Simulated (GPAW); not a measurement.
# BeTe (F-43m) in GPAW: a series of runs, part 2 of 2

GPAW 26.7.0.

### Step 4. Band structure, BLYP

run.py reads:

```python
from ase.dft.bandgap import bandgap
from ase.io import read, write
from ase.units import GPa
from gpaw import GPAW, PW, setup_paths

setup_paths.insert(0, '.')

atoms = read('BeTe.xyz')

calc = GPAW(mode=PW(800),
            xc='BLYP',
            kpts={'size': (8, 8, 8), 'gamma': True},
            occupations={'name': 'fermi-dirac', 'width': 0.05},
            nbands=11,
            convergence={'density': 1e-05, 'energy': 1e-05},
            eigensolver='davidson',
            maxiter=150,
            txt='gpaw.txt')
atoms.calc = calc
energy = atoms.get_potential_energy()
forces = atoms.get_forces()
stress = atoms.get_stress()
calc.write('gs.gpw')
write('result.traj', atoms)
print(f'Energy: {energy:.6f} eV')
print('Forces (eV/A):')
print(forces.round(4))
print('Stress (GPa):', (stress / GPa).round(3))
print('Fermi level:', round(calc.get_fermi_level(), 4), 'eV')
print(f'Gap: {bandgap(calc)[0]:.4f} eV, direct: {bandgap(calc, direct=True)[0]:.4f} eV')

path = atoms.cell.bandpath('GXWKGLUWLK,UX', npoints=100, eps=1e-4)
bs_calc = calc.fixed_density(kpts=path, symmetry='off', nbands=21,
                             convergence={'bands': 'CBM+6.0', 'eigenstates': 1e-6}, txt='bands.txt')
bs = bs_calc.band_structure()
bs.write('bs.json')
print(f'Gap on the path: {bandgap(bs_calc)[0]:.4f} eV')
```

BeTe.xyz reads:

```xyz
2
Lattice="0.0000000000 2.7700000000 2.7700000000 2.7700000000 0.0000000000 2.7700000000 2.7700000000 2.7700000000 0.0000000000" Properties=species:S:1:pos:R:3 pbc="T T T"
Te     4.1550000000      4.1550000000      4.1550000000
Be     0.0000000000      0.0000000000      0.0000000000
```

Potentials or basis: PAW data sets generated in the run's folder for this functional, pw.

Launch:

```sh
gpaw-setup -f BLYP Be Te
OMP_NUM_THREADS=1 python run.py
```

gpaw.txt:

```text
__  _  _
 | _ |_)|_||  |
 |__||  | ||/\| - 26.7.0

Input parameters:
  mode=PW(ecut=800.0),
  convergence={'density': 1e-05, 'energy': 1e-05},
  eigensolver=Davidson(niter=2),
  kpts=MonkhorstPack(size=(8, 8, 8), gamma=True),
  maxiter=150,
  nbands=11,
  occupations=Occupations(name='fermi-dirac', width=0.05),
  xc=XC(name='BLYP')

Diagonalizing LCAO Hamiltonian
Converting LCAO to pw mode

                    Te

       Be

Atoms  # Å, Bohr magnetons
|   | symbol |        x |        y |        z |    initial magnetic moments |
|---|--------|----------|----------|----------|-----------------------------|
| 0 |     Te | 4.155000 | 4.155000 | 4.155000 | ( 0.0000,  0.0000,  0.0000) |
| 1 |     Be | 0.000000 | 0.000000 | 0.000000 | ( 0.0000,  0.0000,  0.0000) |

Unit cell  # Å
| periodic |        x |        y |        z |  lengths |    angles |
|----------|----------|----------|----------|----------|-----------|
|      yes | 0.000000 | 2.770000 | 2.770000 | 3.917372 | 60.000000 |
|      yes | 2.770000 | 0.000000 | 2.770000 | 3.917372 | 60.000000 |
|      yes | 2.770000 | 2.770000 | 0.000000 | 3.917372 | 60.000000 |

Number of symmetries: 24
Symmetry operations  # r_c * U_cc + t_c -> r_c
|    | kind |            matrix            |
|----|------|------------------------------|
|  0 |  E   |  1, 0, 0,  0, 1, 0,  0, 0, 1 |
|  1 |  σ   |  1, 0, 0,  0, 0, 1,  0, 1, 0 |
|  2 |  σ   |  1, 0,-1,  0, 1,-1,  0, 0,-1 |
|  3 |  C3  |  1, 0,-1,  0, 0,-1,  0, 1,-1 |
|  4 |  C3  |  1,-1, 0,  0,-1, 1,  0,-1, 0 |
|  5 |  σ   |  1,-1, 0,  0,-1, 0,  0,-1, 1 |
|  6 |  σ   |  0, 1, 0,  1, 0, 0,  0, 0, 1 |
|  7 |  C3  |  0, 1, 0,  0, 0, 1,  1, 0, 0 |
|  8 |  C2  |  0, 1,-1,  1, 0,-1,  0, 0,-1 |
|  9 |  S4  |  0, 1,-1,  0, 0,-1,  1, 0,-1 |
| 10 |  C3  |  0, 0, 1,  1, 0, 0,  0, 1, 0 |
| 11 |  σ   |  0, 0, 1,  0, 1, 0,  1, 0, 0 |
| 12 |  S4  |  0, 0,-1,  1, 0,-1,  0, 1,-1 |
| 13 |  C3  |  0, 0,-1,  0, 1,-1,  1, 0,-1 |
| 14 |  S4  |  0,-1, 1,  1,-1, 0,  0,-1, 0 |
| 15 |  C2  |  0,-1, 1,  0,-1, 0,  1,-1, 0 |
| 16 |  C3  |  0,-1, 0,  1,-1, 0,  0,-1, 1 |
| 17 |  S4  |  0,-1, 0,  0,-1, 1,  1,-1, 0 |
| 18 |  S4  | -1, 1, 0, -1, 0, 1, -1, 0, 0 |
| 19 |  C3  | -1, 1, 0, -1, 0, 0, -1, 0, 1 |
| 20 |  C3  | -1, 0, 1, -1, 1, 0, -1, 0, 0 |
| 21 |  S4  | -1, 0, 1, -1, 0, 0, -1, 1, 0 |
| 22 |  σ   | -1, 0, 0, -1, 1, 0, -1, 0, 1 |
| 23 |  C2  | -1, 0, 0, -1, 0, 1, -1, 1, 0 |

BZ-sampling:
  Number of BZ points: 512
  Number of IBZ points: 29

  Monkhorst-Pack size: [8, 8, 8]
  Monkhorst-Pack shift: [0.0625, 0.0625, 0.0625]

K-points  # in reciprocal-cell coordinates
|     |                                coordinates |     weight |
[... 67 lines left out ...]
    charge:  0.0  # [|e|]
    compensation charges:
      type: gauss
      rc: 0.25  # [Å]
      lmax: 2
    cutoffs:
      filter: 1.42  # [Å]
      core: 1.77  # [Å]
    projectors
    | kind |    occ | energy [eV] | rcut [Å] |
    |------|--------|-------------|----------|
    |   2s |  2.000 |      -5.469 |    0.794 |
    |   2p |  0.000 |      -1.929 |    0.794 |
    |    s |        |      21.743 |    0.794 |
    |    p |        |      25.283 |    0.794 |
    |    d |        |       0.000 |    0.794 |

    Using partial waves for Be as LCAO basis

Reference energy: -185207.554749  # eV

eigensolver:
  Davidson
  Converge bands: occupied
  niter=2

density mixing:
  MSR1-Mixer
  Pratt-step length: 0.05
  Maximum mixing coefficient: 0.75
  Old densities: 10
  SVD Regularization: 0.005
  Good broyden scale: 1.0
  Trust region scale: 1.0
  Backstep threshold: 4.0
  History deletion threshold: 6.0
  Fourier metric: weight=20.0, sigma=0.015

occupation numbers:
  Fermi-Dirac:
    width: 0.0500  # eV

poisson solver:
  ecut: 6400.0  # eV

xc functional:
  name: BLYP with 2 nearest neighbor stencil

convergence criteria:
[... 6 lines left out ...]
|iter     | |      energy | eigst |  dens |
|---------|-|-------------|-------|-------|
|iter:   1| |   -6.615840 | -0.05 |       |
|iter:   2| |   -6.600411 | -1.82 | -0.89 |
|iter:   3| |   -6.464687 | -2.10 | -0.91 |
|iter:   4| |   -6.469180 | -3.30 | -1.61 |
|iter:   5| |   -6.470245 | -4.25 | -2.02 |
|iter:   6| |   -6.470272 | -5.27 | -2.90 |
|iter:   7| |   -6.470273c| -6.12 | -3.64 |
|iter:   8| |   -6.470273c| -6.94 | -4.21 |
|iter:   9| |   -6.470273c| -7.76c| -5.34c|

Converged in 9 steps
Energy contributions relative to reference atoms: (reference = -185207.554749)

Energy contributions:
  Kinetic:          23.351545
  Coulomb:         -20.953018
  Zero:              0.221997
  External:          0.000000
  Xc:               -9.090797
  Entropy:          -0.000000
  Spinorbit:         0.000000
  ----------------------------
  Free energy:      -6.470273
  Extrapolated:     -6.470273

dipole moment: (-0.524658, -0.524658, -0.524658)  # |e|*Ang

Fermi level: 6.831
Eigenvalues  # (at kpt = [0.000, 0.000, 0.000])
| band index |      eig [eV] | occ [0-2] |
|------------|---------------|-----------|
|          0 |        -6.648 |     2.000 |
|          1 |         5.921 |     2.000 |
|          2 |         5.921 |     2.000 |
|          3 |         5.921 |     2.000 |
|          4 |         9.638 |     0.000 |
|          5 |         9.638 |     0.000 |
|          6 |         9.638 |     0.000 |
|          7 |        10.288 |     0.000 |
|          8 |        14.590 |     0.000 |
|          9 |        17.249 |     0.000 |
|         10 |        17.569 |     0.000 |

Gap: 2.147 eV
Transition (v -> c):
  (s=0, k=0, n=3, [0.00, 0.00, 0.00]) -> (s=0, k=24, n=4, [0.50, 0.50, 0.00])
Direct/indirect transitions are different
Direct gap: 3.716 eV
Transition at: (s=0, k=0, n=3, [0.00, 0.00, 0.00])

Forces  # eV/Ang
|       x |        y |        z |
|---------|----------|----------|
| 0.00000 |  0.00000 | -0.00000 |  # Te   0
| 0.00000 | -0.00000 | -0.00000 |  # Be   1

Stress tensor  # eV/Ang^3
|         x |         y |         z |
|-----------|-----------|-----------|
| -0.043248 |  0.000000 |  0.000000 |
|  0.000000 | -0.043248 |  0.000000 |
|  0.000000 |  0.000000 | -0.043248 |

# Writing to gs.gpw (mode='')
```

stdout:

```text
Energy: -6.470273 eV
Forces (eV/A):
[[ 0.  0. -0.]
 [ 0. -0. -0.]]
Stress (GPa): [-6.929 -6.929 -6.929  0.     0.     0.   ]
Fermi level: 6.8313 eV
Gap: 2.1466 eV, direct: 3.7161 eV
Gap on the path: 2.1466 eV
```

It took 2.1 min on 1 thread of AMD EPYC, shared host; peak memory 0.3 GiB.

What came out:

* Free energy: -6.4703 eV
* Pressure: 6.9 GPa
* Band gap on the k mesh: 2.15 eV, indirect (least direct gap 3.72 eV)
* Band gap along the path: 2.15 eV, indirect (least direct gap 3.72 eV)

Levels at the corners of the path, in eV from the valence-band top:
| point | band 2 | band 3 | band 4 | band 5 | band 6 | band 7 |
| --- | --- | --- | --- | --- | --- | --- |
| Γ | 0.00 | 0.00 | 0.00 | 3.72 | 3.72 | 3.72 |
| X | -5.26 | -2.76 | -2.76 | 2.15 | 2.83 | 10.09 |
| W | -4.70 | -3.84 | -3.33 | 5.58 | 5.72 | 5.82 |
| K | -4.89 | -4.03 | -2.33 | 2.88 | 5.51 | 8.19 |
| Γ | 0.00 | 0.00 | 0.00 | 3.72 | 3.72 | 3.72 |
| L | -5.72 | -1.19 | -1.19 | 3.39 | 4.76 | 4.76 |
| U | -4.89 | -4.03 | -2.33 | 2.88 | 5.51 | 8.19 |
| W | -4.70 | -3.84 | -3.33 | 5.58 | 5.72 | 5.82 |
| L | -5.72 | -1.19 | -1.19 | 3.39 | 4.76 | 4.76 |
| K | -4.89 | -4.03 | -2.33 | 2.88 | 5.51 | 8.19 |
| U | -4.89 | -4.03 | -2.33 | 2.88 | 5.51 | 8.19 |
| X | -5.26 | -2.76 | -2.76 | 2.15 | 2.83 | 10.09 |

Caveat: spin-orbit coupling is left out, which moves the levels of the heavy elements.

### Step 5. Summary

| level | potentials or basis | band points | eigensolver | gap on the mesh (eV) | pressure (GPa) |
| --- | --- | --- | --- | --- | --- |
| RPBE | the program's PAW data sets (release 1.2.1) made for this functional, pw | 80 | - | 1.94 | 6.2 |
| revPBE | the program's PAW data sets (release 1.2.1) made for this functional, pw | 80 | - | 1.92 | 5.8 |
| BLYP | PAW data sets generated in the run's folder for this functional, pw | 100 | davidson | 2.15 | 6.9 |

Alike in all rows: task band structure; no spin polarisation; cell as given; k mesh 8 × 8 × 8; cutoff (eV) 800; smearing fermi-dirac 0.05 eV.

Caveats: spin-orbit coupling is left out, which moves the levels of the heavy elements.

Total energies depend on the potentials used, so only differences within one code and one set of settings carry meaning.
